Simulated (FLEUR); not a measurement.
SnO:

```
Sn O
1.0
     3.81370    0.00000    0.00000
     0.00000    3.81370    0.00000
     0.00000    0.00000    4.88691
Sn O
2 2
Direct
  0.50000 0.00000 0.76463
  0.00000 0.50000 0.23537
  0.00000 0.00000 0.00000
  0.50000 0.50000 0.00000
```

The cell is a database's computed one.

Base run:

```yaml
Program: FLEUR MaX-R8.1 (later development tree)
Functional: RPBE
Potentials_or_basis: all-electron
Basis: FLAPW
Kmax: 4.44 1/bohr
k_mesh: 7 × 7 × 6
Occupations: fermi-dirac, width 0.05 eV
Spin: no spin polarisation
```

Its results: band gap on the k mesh 0.31 eV, indirect (least direct gap 2.10 eV).

Problem. The run is repeated on the same cell with these changes: functional from RPBE to LDA. What comes out?

Solution. Band gap on the k mesh 0.46 eV, indirect (least direct gap 2.01 eV).

Caveats: spin-orbit coupling is left out, which moves the levels of the heavy elements; the mesh misses the band edges, which the band path finds closer together.
